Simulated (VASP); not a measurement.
# LiCl: molecular dynamics at constant energy

LiCl, Fm-3m (no. 225), 8 atoms in the cell. PBE, molecular dynamics; PAW potentials Cl, Li (PBE set).

Ensemble: NVE; Starting temperature (K): 600.

## Input

INCAR:
```
GGA = PE
PREC = Normal
ENCUT = 260
EDIFF = 1E-6
NELMIN = 4
NELM = 60
ALGO = Normal
LREAL = Auto
LASPH = True
ISMEAR = 0
SIGMA = 0.05
ISYM = 0
LWAVE = False
LCHARG = False
IBRION = 0
NSW = 60
POTIM = 1.0
TEBEG = 600
ISIF = 2
RANDOM_SEED = 307746 0 0
MDALGO = 2
SMASS = -3
KPAR = 2
```

KPOINTS:
```
k-points
0
Monkhorst-Pack
  2 2 2
```

POSCAR:
```
LiCl
1.0
    5.1295400000      0.0000000000      0.0000000000
    0.0000000000      5.1295400000      0.0000000000
    0.0000000000      0.0000000000      5.1295400000
Cl Li
4 4
Direct
    0.5000000000      0.0000000000      0.0000000000
    0.5000000000      0.5000000000      0.5000000000
    0.0000000000      0.0000000000      0.5000000000
    0.0000000000      0.5000000000      0.0000000000
    0.0000000000      0.0000000000      0.0000000000
    0.0000000000      0.5000000000      0.5000000000
    0.5000000000      0.0000000000      0.5000000000
    0.5000000000      0.5000000000      0.0000000000
```

Commands:
```
cat potpaw_PBE.64/Cl/POTCAR potpaw_PBE.64/Li/POTCAR > POTCAR
mpirun -np 2 vasp_std > vasp.out
```

## Result

- Rise of the mean potential energy above the start (meV/atom): 32.7
- Mean temperature (K): 311
- Standard error of the mean temperature (K): 79
- Relative fluctuation of the kinetic energy: 0.532
- Canonical value of that fluctuation: 0.309
- Electronic steps per ionic step after the first: 4.0

Course of the run:

| Time (fs) | Temperature (K) | Potential energy less the first (meV/atom) |
|---|---|---|
| 1 | 600 | 0.0 |
| 6 | 582 | 2.0 |
| 10 | 539 | 6.8 |
| 15 | 447 | 17.3 |
| 19 | 346 | 28.7 |
| 24 | 213 | 43.7 |
| 28 | 132 | 52.9 |
| 33 | 93 | 57.3 |
| 37 | 109 | 55.5 |
| 42 | 165 | 49.2 |
| 46 | 223 | 42.7 |
| 51 | 295 | 34.5 |
| 55 | 345 | 28.9 |
| 60 | 392 | 23.5 |

The mean temperature lies below the starting 600 K, since the atoms start on their sites and part of their kinetic energy turns into potential energy.

REPORT:
```
MDALGO =   2
               SCALING =       0
                 CNEXP =     9.000   14.000
           RANDOM_SEED =            307746                0                0

   original number of atomic DOF:         21
   number of independent constraints:      0
   number of active DOF:                  21

========================================
         MD step No.       1
========================================

  Atomic velocities initialized by STEP_tb

  >Energies
                    E_tot             E_pot             E_kin               EPS                ES
   e_b>   -0.28938563E+02   -0.29481458E+02    0.54289529E+00    0.00000000E+00    0.00000000E+00

  >Temperature
               T_sim     T_inst
   tmprt>    600.000    600.000

  >Thermostat:
           s(n+1) sdot(n+1)      s(n)   sdot(n)        Qs
   s_b>   0.00000   0.00000   0.00000   0.00000  -3.00000

           RANDOM_SEED =            307746               48                0

[... steps left out ...]

========================================
         MD step No.      60
========================================

  >Energies
                    E_tot             E_pot             E_kin               EPS                ES
   e_b>   -0.28938541E+02   -0.29293403E+02    0.35486161E+00    0.00000000E+00    0.00000000E+00

  >Temperature
               T_sim     T_inst
   tmprt>    600.000    392.188

  >Thermostat:
           s(n+1) sdot(n+1)      s(n)   sdot(n)        Qs
   s_b>   0.00000   0.00000   0.00000   0.00000  -3.00000

           RANDOM_SEED =            307746               48                0
```

OSZICAR:
```
N       E                     dE             d eps       ncg     rms          rms(c)
DAV:   1     0.125913525902E+03    0.12591E+03   -0.91213E+03   184   0.712E+02
DAV:   2    -0.200930712140E+02   -0.14601E+03   -0.14051E+03   236   0.177E+02
DAV:   3    -0.295705987534E+02   -0.94775E+01   -0.94613E+01   208   0.527E+01
DAV:   4    -0.296864019572E+02   -0.11580E+00   -0.11571E+00   198   0.681E+00
DAV:   5    -0.296885809100E+02   -0.21790E-02   -0.21789E-02   203   0.895E-01    0.574E+00
DAV:   6    -0.294455316582E+02    0.24305E+00   -0.67422E-01   178   0.371E+00    0.444E+00
DAV:   7    -0.294664652218E+02   -0.20934E-01   -0.22808E-01   208   0.232E+00    0.195E+00
DAV:   8    -0.294804820328E+02   -0.14017E-01   -0.17223E-02   178   0.851E-01    0.110E-01
DAV:   9    -0.294811400571E+02   -0.65802E-03   -0.34576E-04   208   0.118E-01    0.599E-02
DAV:  10    -0.294814588901E+02   -0.31883E-03   -0.36329E-04   193   0.132E-01    0.134E-02
DAV:  11    -0.294814579300E+02    0.96010E-06   -0.98502E-06   183   0.140E-02
      1 T=   600. E= -.28938563E+02 F= -.29481458E+02 E0= -.29481458E+02  EK= 0.54290E+00 SP= 0.00E+00 SK= 0.00E+00
[... left out ...]
     58 T=   375. E= -.28938553E+02 F= -.29278020E+02 E0= -.29278020E+02  EK= 0.33947E+00 SP= 0.00E+00 SK= 0.00E+00
     59 T=   384. E= -.28938547E+02 F= -.29286017E+02 E0= -.29286017E+02  EK= 0.34747E+00 SP= 0.00E+00 SK= 0.00E+00
[... last step whole ...]
       N       E                     dE             d eps       ncg     rms          rms(c)
DAV:   1    -0.292934028258E+02   -0.73855E-02   -0.96946E-07   122   0.620E-01    0.555E-03
DAV:   2    -0.292934030680E+02   -0.24219E-06   -0.60897E-06   154   0.122E-02    0.292E-03
DAV:   3    -0.292934030893E+02   -0.21285E-07   -0.56742E-07   144   0.502E-03    0.143E-03
DAV:   4    -0.292934030868E+02    0.25143E-08   -0.10319E-07   104   0.213E-03
     60 T=   392. E= -.28938541E+02 F= -.29293403E+02 E0= -.29293403E+02  EK= 0.35486E+00 SP= 0.00E+00 SK= 0.00E+00
```

Limits: 60 fs of 8 atoms are too short for converged averages; the cell is only 5.1 Å across, so each atom moves in step with near copies of itself.

VASP 6.6.1 took 87 s on 2 cores (Intel Xeon Platinum 8259CL @ 2.50GHz (Skylake/Cascade Lake)), a shared host.
